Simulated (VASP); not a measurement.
# Ag (Fd-3m) in VASP: further runs, part 2 of 2

VASP 6.6.1.

**4. Single point, PBEsol**

This run uses another cell than the first one: it holds 1 atom, not 2.

The input, INCAR:

```
ALGO     = Normal         # electronic algorithm
EDIFF    = 1E-6           # SCF threshold, eV
ENCUT    = 520            # plane-wave cutoff, eV
GGA      = PS             # functional
ISIF     = 2              # what is computed and relaxed
ISMEAR   = -1             # smearing method
LASPH    = T              # aspherical terms in the spheres
LCHARG   = T              # write CHGCAR
LELF     = T              # ELF
LREAL    = F              # projectors in reciprocal space
LVHAR    = T            
LWAVE    = F              # write WAVECAR
NBANDS   = 12             # bands
NELM     = 100            # most SCF steps
PREC     = Accurate       # precision mode
SIGMA    = 0.1            # smearing width, eV
```

The input, KPOINTS:

```
k-points
0
Gamma
  8 8 8
```

The input, POSCAR:

```
Ag
1.0
    2.6881535943      0.0000000000      0.0000000000
    0.0000000000      2.6881535943      0.0000000000
    0.0000000000      0.0000000000      2.6881535943
Ag
1
Direct
    0.0000000000      0.0000000000      0.0000000000
```

Potentials or basis: VASP PAW PBE potentials, release 64 (Ag).

Run with:

```sh
cat potpaw_PBE.64/Ag/POTCAR > POTCAR
mpirun -np 1 vasp_std > vasp.out
```

OUTCAR:

```text
EDIFF = 1E-6
   ENCUT = 520
   GGA = PS
   ISIF = 2
   ISMEAR = -1
   LASPH = T
   LREAL = F
   NELM = 100
   PREC = Accurate

 ion  position               nearest neighbor table
   1  0.000  0.000  0.000-

  LATTYP: Found a simple cubic cell.
 ALAT       =     2.6881535943

  Lattice vectors:

 A1 = (   2.6881535943,   0.0000000000,   0.0000000000)
 A2 = (   0.0000000000,   2.6881535943,   0.0000000000)
 A3 = (   0.0000000000,   0.0000000000,   2.6881535943)

Analysis of symmetry for initial positions (statically):
=====================================================================
 Subroutine PRICEL returns:
 Original cell was already a primitive cell.

 Routine SETGRP: Setting up the symmetry group for a
 simple cubic supercell.

 Subroutine GETGRP returns: Found 48 space group operations
 (whereof 48 operations were pure point group operations)
 out of a pool of 48 trial point group operations.

The static configuration has the point symmetry O_h .

Analysis of symmetry for dynamics (positions and initial velocities):
=====================================================================
 Subroutine PRICEL returns:
 Original cell was already a primitive cell.

 Routine SETGRP: Setting up the symmetry group for a
 simple cubic supercell.

 Subroutine GETGRP returns: Found 48 space group operations
 (whereof 48 operations were pure point group operations)
 out of a pool of 48 trial point group operations.

The dynamic configuration has the point symmetry O_h .

 Subroutine INISYM returns: Found 48 space group operations
 (whereof 48 operations are pure point group operations),
 and found     1 'primitive' translations

----------------------------------------------------------------------------------------

                                     Primitive cell

  volume of cell :      19.4251

  direct lattice vectors                    reciprocal lattice vectors
     2.688153594  0.000000000  0.000000000     0.372002553  0.000000000  0.000000000
     0.000000000  2.688153594  0.000000000     0.000000000  0.372002553  0.000000000
     0.000000000  0.000000000  2.688153594     0.000000000  0.000000000  0.372002553

  length of vectors
     2.688153594  2.688153594  2.688153594     0.372002553  0.372002553  0.372002553

  position of ions in fractional coordinates (direct lattice)
     0.000000000  0.000000000  0.000000000

  ion indices of the primitive-cell ions
   primitive index   ion index
                 1           1

----------------------------------------------------------------------------------------

 KPOINTS: k-points

Automatic generation of k-mesh.
 Grid dimensions read from file:
 generate k-points for:    8    8    8

 Generating k-lattice:

  Cartesian coordinates                     Fractional coordinates (reciprocal lattice)
     0.046500319  0.000000000  0.000000000     0.125000000  0.000000000  0.000000000
     0.000000000  0.046500319  0.000000000     0.000000000  0.125000000  0.000000000
     0.000000000  0.000000000  0.046500319     0.000000000  0.000000000  0.125000000

  Length of vectors
     0.046500319  0.046500319  0.046500319

  Shift w.r.t. Gamma in fractional coordinates (k-lattice)
     0.000000000  0.000000000  0.000000000

 Subroutine IBZKPT returns following result:
 ===========================================

 Found     35 irreducible k-points:

 Following reciprocal coordinates:
            Coordinates               Weight
  0.000000  0.000000  0.000000      1.000000
  0.125000  0.000000  0.000000      6.000000
  0.250000  0.000000  0.000000      6.000000
  0.375000  0.000000  0.000000      6.000000
  0.500000  0.000000  0.000000      3.000000
  0.125000  0.125000  0.000000     12.000000
[... 16 lines left out ...]
  0.375000  0.375000  0.125000     24.000000
  0.500000  0.375000  0.125000     24.000000
 [... further k-points ...]
   k-points           NKPTS =     35   k-points in BZ     NKDIM =     35   number of bands    NBANDS=     12
   number of dos      NEDOS =    301   number of ions     NIONS =      1
   total plane-waves  NPLWV =   8000
   dimension x,y,z NGX =    20 NGY =   20 NGZ =   20
   dimension x,y,z NGXF=    40 NGYF=   40 NGZF=   40
   ions per type =               1
   NGX,Y,Z   is equivalent  to a cutoff of  12.37, 12.37, 12.37 a.u.
   NGXF,Y,Z  is equivalent  to a cutoff of  24.74, 24.74, 24.74 a.u.
 SYSTEM =  unknown system
   PREC   = accura    normal or accurate (medium, high low for compatibility)
   ISTART =      0    job   : 0-new  1-cont  2-samecut
   ICHARG =      2    charge: 1-file 2-atom 10-const
   ISPIN  =      1    spin polarized calculation?
   LNONCOLLINEAR =      F non collinear calculations
   LSORBIT =      F    spin-orbit coupling
   LASPH  =      T    aspherical Exc in radial PAW
   ENCUT  =  520.0 eV  38.22 Ry    6.18 a.u.   5.00  5.00  5.00*2*pi/ulx,y,z
   NELM   =    100;   NELMIN=  2; NELMDL= -5     # of ELM steps
   EDIFF  = 0.1E-05   stopping-criterion for ELM
[... 8 lines left out ...]
   TEBEG  =    0.0;   TEEND  =   0.0 temperature during run
   PSTRESS=    0.0 pullay stress
   NELECT =      11.0000    total number of electrons
   NUPDOWN=      -1.0000    fix difference up-down
   EMIN   =  10.00;   EMAX   =-10.00  energy-range for DOS
   EFERMI =   0.00;   METHOD = LEGACY
   ISMEAR =    -1;   SIGMA  =   0.10  broadening in eV -4-tet -1-fermi 0-gaus
   EFERMI_NEDOS =   21; number of points for ismear=-14 and -15
   IALGO  =     38    algorithm
   IMIX   =      4    mixing-type and parameters
     AMIX     =   0.40;   BMIX     =  1.00
     AMIX_MAG =   1.60;   BMIX_MAG =  1.00
  volume/ion in A,a.u.               =      19.43       131.09
  Fermi-wavevector in a.u.,A,eV,Ry     =   1.354415  2.559473 24.959059  1.834439
  Thomas-Fermi vector in A             =   2.481588
   LORBIT       =      0    0 simple, 1 ext, 2 COOP (PROOUT), +10 PAW based schemes
   GGA     = PS    functional components
   LHFCALC =     F    Hartree Fock is set to
   AEXX    =    0.0000 exact exchange contribution
   IVDW    =     0    specifies the selected vdW correction
   LEPSILON=     F    determine dielectric tensor
   LRPA    =     F    only Hartree local field effects (RPA)
 non-spin polarized calculation
  energy-cutoff  :      520.00
  volume of cell :       19.43
 maximum number of plane-waves:       552
 NGX is ok and might be reduce to    20

 number of electron      10.9999989 magnetization

 Free energy of the ion-electron system (eV)
  ---------------------------------------------------
  ext. energy  EPLUGINS =         0.00000000
  ---------------------------------------------------
  free energy    TOTEN  =        -2.92831600 eV

  energy without entropy =       -2.92403483  energy(sigma->0) =       -2.92617542

 E-fermi :   6.3646     XC(G=0): -11.5577

 val. band max:        5.9547198871   @ k =   0.3750   0.2500   0.1250
 cond. band min:       6.4862540262   @ k =   0.5000   0.1250   0.0000
 fundamental gap:      0.5315341391
 Fermi energy:         6.3645877503

 k-point     1 :       0.0000    0.0000    0.0000
  band No.  band energies     occupation
      1      -0.3291      2.00000
      2       0.4948      2.00000
      3       0.4948      2.00000
      4       3.7796      2.00000
      5       3.7796      2.00000
      6       3.7796      2.00000
      7      20.8644      0.00000
      8      20.8644      0.00000
      9      20.8644      0.00000
     10      26.2576      0.00000
     11      26.2576      0.00000
     12      26.6911      0.00000

 k-point     2 :       0.1250    0.0000    0.0000
  band No.  band energies     occupation
      1       0.0011      2.00000
      2       0.5419      2.00000
      3       0.7740      2.00000
      4       3.6072      2.00000
      5       3.6072      2.00000
      6       3.7938      2.00000
      7      18.1637      0.00000
      8      21.4176      0.00000
      9      21.4176      0.00000
     10      25.8599      0.00000
     11      26.4811      0.00000
     12      29.6498      0.00000
[... 316 lines left out ...]
 k-point    24 :       0.5000    0.3750    0.1250
  band No.  band energies     occupation
      1       0.7912      2.00000
      2       1.6778      2.00000
      3       2.5197      2.00000
      4       2.6999      2.00000
      5       4.0584      2.00000
      6      10.0019      0.00000
      7      10.1216      0.00000
      8      16.6198      0.00000
      9      17.5665      0.00000
     10      25.3763      0.00000
     11      26.8019      0.00000
     12      29.0821      0.00000

 [... further k-points ...]

------------------------ aborting loop because EDIFF is reached ----------------------------------------

  FORCE on cell =-STRESS in cart. coord.  units (eV):
  Direction    XX          YY          ZZ          XY          YZ          ZX
  --------------------------------------------------------------------------------------
  -------------------------------------------------------------------------------------
  Total       -0.0208239     -0.0208239     -0.0208239      0.0000000      0.0000000      0.0000000
  in kB       -1.7175557     -1.7175557     -1.7175557      0.0000000      0.0000000      0.0000000
  external PRESSURE =      -1.7175557 kB  Pullay stress =       0.0000000 kB

 VOLUME and BASIS-vectors are now :
 -----------------------------------------------------------------------------
  energy-cutoff  :      520.00
  volume of cell :       19.43
      direct lattice vectors                 reciprocal lattice vectors
     2.688153594  0.000000000  0.000000000     0.372002553  0.000000000  0.000000000
     0.000000000  2.688153594  0.000000000     0.000000000  0.372002553  0.000000000
     0.000000000  0.000000000  2.688153594     0.000000000  0.000000000  0.372002553

 POSITION                                       TOTAL-FORCE (eV/Angst)
 -----------------------------------------------------------------------------------
      0.00000      0.00000      0.00000         0.000000      0.000000      0.000000
 -----------------------------------------------------------------------------------
    total drift:                                0.000000      0.000000      0.000000

  FREE ENERGIE OF THE ION-ELECTRON SYSTEM (eV)
  ---------------------------------------------------
  free  energy   TOTEN  =        -2.9283160013 eV

  energy  without entropy=       -2.9240348321  energy(sigma->0) =       -2.92617542
```

Wall time 3.6 s (1 thread of Intel Xeon 6975P-C (Granite Rapids), shared host); peak memory 0.12 GiB.

Results:

```yaml
Free_energy: -2.9283 eV
Pressure: -0.2 GPa
Band_gap_on_the_k_mesh: none (metal or under the smearing width)
```

Caveat: the PAW data sets were made with another functional, which shifts forces and pressure a little.

**5. Relaxation of cell and atoms, PBEsol**

This run uses another cell than the first one: it holds 1 atom, not 2.

The input, INCAR:

```
SYSTEM = Ag
PREC = Accurate
ENCUT = 600
EDIFF = 1E-6
ISMEAR = -1
SIGMA = 0.1
LREAL = .False.
LASPH = .True.
NELM = 100
ALGO = Fast
ISIF = 3
LWAVE = .False.
LCHARG = .False.
GGA = PS
IBRION = 2
NSW = 80
EDIFFG = -0.02
```

The input, KPOINTS:

```
regular mesh
0
Gamma
  8 8 8
  0 0 0
```

POSCAR is that of step 4.

Run with:

```sh
cat potpaw_PBE.64/Ag/POTCAR > POTCAR
mpirun -np 1 vasp_std > vasp.out
```

Run time: 3.4 s. Hardware: 1 thread of Intel Xeon 6975P-C (Granite Rapids), shared host; peak memory 0.14 GiB.

Results (log left out):

| Quantity | Value |
| --- | --- |
| Free energy | -2.9285 eV |
| Pressure after relaxing | -0.1 GPa |
| Band gap on the k mesh | none (metal or under the smearing width) |

Final structure:
```
Ag
1.0
     2.68815    0.00000    0.00000
     0.00000    2.68815    0.00000
     0.00000    0.00000    2.68815
Ag
1
Direct
  0.00000 0.00000 0.00000
```

Levels at points of the mesh, in eV from the Fermi level:
| k point | band 1 | band 2 | band 3 | band 4 | band 5 | band 6 | band 7 | band 8 | band 9 |
| --- | --- | --- | --- | --- | --- | --- | --- | --- | --- |
| (0.00, 0.00, 0.00) | -6.69 | -5.87 | -5.87 | -2.59 | -2.59 | -2.59 | 14.50 | 14.50 | 14.50 |
| (0.50, 0.00, 0.00) | -5.54 | -5.25 | -3.66 | -3.66 | -2.49 | -0.60 | 2.05 | 17.35 | 19.43 |
| (0.50, 0.50, 0.00) | -5.87 | -5.02 | -3.46 | -3.46 | -1.75 | 4.00 | 4.00 | 8.12 | 9.94 |
| (0.50, 0.50, 0.50) | -5.28 | -5.28 | -5.28 | -1.68 | -1.68 | 8.90 | 8.90 | 8.90 | 10.31 |

Caveat: the relaxation stopped at its first step, so nothing moved; the PAW data sets were made with another functional, which shifts forces and pressure a little.

**6. Overview**

| task | cell | k mesh | cutoff (eV) | gap on the mesh (eV) | pressure (GPa) |
| --- | --- | --- | --- | --- | --- |
| single point | Fd-3m, 27.67 Å³/atom | 6 × 6 × 6 | 520 | none | -0.1 |
| relaxation of cell and atoms | relaxed | 6 × 6 × 6 | 600 | none | 0.0 |
| single point | Pm-3m, 19.43 Å³/atom | 8 × 8 × 8 | 520 | none | -0.2 |
| relaxation of cell and atoms | relaxed | 8 × 8 × 8 | 600 | none | -0.1 |

Alike in all rows: level PBEsol; potentials or basis VASP PAW PBE potentials, release 64 (Ag); no spin polarisation; smearing fermi-dirac 0.1 eV.

Caveats: the PAW data sets were made with another functional, which shifts forces and pressure a little; the volume moved by over 15 % at a fixed basis, so the end points are rough (some runs); the relaxation stopped at its first step, so nothing moved (some runs).

Absolute energies hang on the potentials; compare differences alone.
